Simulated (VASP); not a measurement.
Crystal: W.

```
CELL_PARAMETERS angstrom
0.00000 2.03000 2.03000
2.03000 0.00000 2.03000
2.03000 2.03000 0.00000
ATOMIC_POSITIONS crystal
W 0.00000 0.00000 0.00000
```

This isn't the form of W at room conditions, which is bcc.

```yaml
Program: VASP 6.6.1
Task: relaxation of cell and atoms
Functional: AM05
Potentials_or_basis: VASP PAW PBE potentials, release 64 (W_sv)
Cutoff: 600 eV
k_mesh: 11 × 11 × 11
Occupations: fermi-dirac, width 0.05 eV
Spin: no spin polarisation
```

At the start: pressure -13.8 GPa; volume 16.73 Å³/atom.

How do energy, volume and symmetry change on relaxing?

Over 7 steps the energy falls by 35.4 meV/atom and the volume is 15.94 Å³/atom (-4.7 %); space group Fm-3m (No. 225, to 0.05 Å).

The path:
```tsv
step	energy change (eV)	largest force (eV/Å)	pressure (GPa)	volume (Å³)
1	0.0000	0.0000	-13.76	16.73
2	0.4529	0.0000	72.54	13.49
3	-0.0351	0.0000	-1.26	16.01
4	-0.0354	0.0000	-0.18	15.95
5	-0.0354	0.0000	0.12	15.94
6	-0.0354	0.0000	-0.33	15.96
7	-0.0354	0.0000	0.00	15.94
```

Final structure:
```
W
1.0
     0.00000    1.99761    1.99761
     1.99761    0.00000    1.99761
     1.99761    1.99761    0.00000
W
1
Direct
  0.00000 0.00000 0.00000
```

Caveat: the PAW data sets were made with another functional, which shifts forces and pressure a little.
